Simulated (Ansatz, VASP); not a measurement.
# MgO: VASP beside Ansatz

POSCAR

```
MgO
1.0
    0.0000000000      2.2820056624      2.2820056624
    2.2820056624      0.0000000000      2.2820056624
    2.2820056624      2.2820056624      0.0000000000
Mg O
1 1
Direct
    0.0000000000      0.0000000000      0.0000000000
    0.2500000000      0.2500000000      0.2500000000
```

File INCAR.step1:

```
SYSTEM = MgO
PREC = Accurate
ENCUT = 520
ISMEAR = 1
SIGMA = 0.5
LREAL = .FALSE.
LASPH = .TRUE.
NELM = 80
NBANDS = 11
GGA = PE
ALGO = Normal
EDIFF = 1E-4
LWAVE = .TRUE.
LCHARG = .FALSE.
```

Contents of INCAR.step2:

```
SYSTEM = MgO
PREC = Accurate
ENCUT = 520
EDIFF = 1E-6
ISMEAR = 1
SIGMA = 0.5
LREAL = .FALSE.
LASPH = .TRUE.
NELM = 80
ALGO = Normal
ISIF = 2
LWAVE = .FALSE.
LCHARG = .FALSE.
METAGGA = R2SCAN
LMIXTAU = .TRUE.
NBANDS = 11
ISTART = 1
```

KPOINTS

```
Automatic mesh
0
G
  6 6 6
  0 0 0
```

Input for Ansatz:

```yaml
crystal:
  lattice:
    - [0.0, 2.2820056624, 2.2820056624]
    - [2.2820056624, 0.0, 2.2820056624]
    - [2.2820056624, 2.2820056624, 0.0]
  atoms:
    - { symbol: Mg, position: [0.0, 0.0, 0.0] }
    - { symbol: O, position: [0.25, 0.25, 0.25] }
kpoints:
  mp_grid: { grid: [6, 6, 6] }
hamiltonian:
  xc: r2scan
scf:
  occupations: { method: methfessel_paxton, width: 0.5 }
  n_extra_bands: 4
output:
  forces: true
  stress: true
  eigenvalues: true
```

Alike in both runs: task single point; functional r2SCAN; k mesh 6 × 6 × 6; occupations methfessel-paxton of order 1, width 0.5 eV; no spin polarisation.

|  | VASP | Ansatz |
| --- | --- | --- |
| version | VASP 6.6.1 | Ansatz 0.2.0 |
| potentials or method | VASP PAW PBE potentials, release 64 (Mg, O) | plane waves |
| plane-wave cutoff (eV) | 520 | 500 |
| valence electrons in the cell | 8 | 16 |

```tsv
	VASP	Ansatz	Ansatz less VASP
pressure (GPa)	-0.7	0.0	+0.68
```

The two sets of potentials don't hold the same shells in valence.

Caveats: the PAW data sets were made with another functional, which shifts forces and pressure a little (VASP). r2SCAN opens gaps a little over a GGA but as a rule still falls short of measured ones.
